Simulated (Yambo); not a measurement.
**GaN: optical spectrum with PBEsol**

**What was measured.**

A printed reference work, textbook reports, for a bulk crystal of GaN at 0 K: band gap 3.299 eV (direct).

GaN:

```
CELL_PARAMETERS angstrom
0.00000 2.25350 2.25350
2.25350 0.00000 2.25350
2.25350 2.25350 0.00000
ATOMIC_POSITIONS crystal
Ga 0.00000 0.00000 0.00000
N 0.25000 0.25000 0.25000
```

The cell is a database's computed one.

| Property | Result |
| --- | --- |
| Program | Yambo 5.3.0 |
| Task | optical spectrum |
| Functional | PBEsol |
| Potentials or basis | PseudoDojo 0.4.1 SR PBEsol standard |
| Cutoff | 1143 eV |
| Density cutoff | 4572 eV |
| k mesh | 6 × 6 × 6 |
| Occupations | fixed |
| Spin | no spin polarisation |
| k mesh of the self-consistent run | 10 × 10 × 10 |
| Direction of the field or of q to 0 | x |
| Broadening | 0.1 eV |
| Kernel | Hartree (RPA with local fields) |
| Top of the energy range | 20 eV |
| Energy points | 200 |
| Correction of the levels | none |
| Bands in the response | 34 |
| Cutoff of the response matrix | 3 Ry |

* Band gap on the k mesh, mean-field level: 1.71 eV, direct
* Electronic dielectric constant along the field: 6.78
* Electronic dielectric constant along the field, independent particles: 7.04

Dielectric function (along the field direction of the input):
```tsv
energy (eV)	real part	imaginary part
0.30	6.82	0.13
0.90	7.25	0.22
1.61	10.67	4.32
2.31	5.48	0.38
3.02	7.55	0.47
3.62	4.21	10.15
4.32	7.08	0.79
5.03	11.59	3.91
5.73	4.88	2.42
6.33	8.85	11.03
7.04	2.12	9.77
7.74	0.28	4.13
8.44	4.87	2.82
9.05	4.55	7.46
9.75	1.05	6.73
10.45	-1.03	2.76
11.16	2.86	3.80
11.76	-3.17	4.08
12.46	-1.56	4.09
13.17	-2.46	2.73
13.87	-1.93	1.39
14.47	-1.47	0.97
15.18	-0.37	0.88
15.88	-0.88	0.64
16.58	-0.32	0.57
17.19	-0.40	0.57
17.89	0.11	0.98
18.59	-0.30	0.38
19.30	-0.04	0.58
20.00	0.16	0.17
```

Run time: 46 s on 1 thread of Arm Neoverse V1, with other jobs on the host.

Measured gap of GaN: 3.299 eV (direct; 0 K; a printed reference work, textbook). This calculation gives 1.71 eV (-1.59 eV). Spin-orbit coupling on Ga is left out. The value is that of PBEsol on a finite k mesh, which can miss the band edges, without temperature or zero-point motion. Semilocal functionals fall short of measured gaps as a rule. The cell is a database's relaxed one, not the measured one, which moves gaps too.

Caveat: spectra need much finer meshes, so this one isn't converged; these spectra lack excitons.
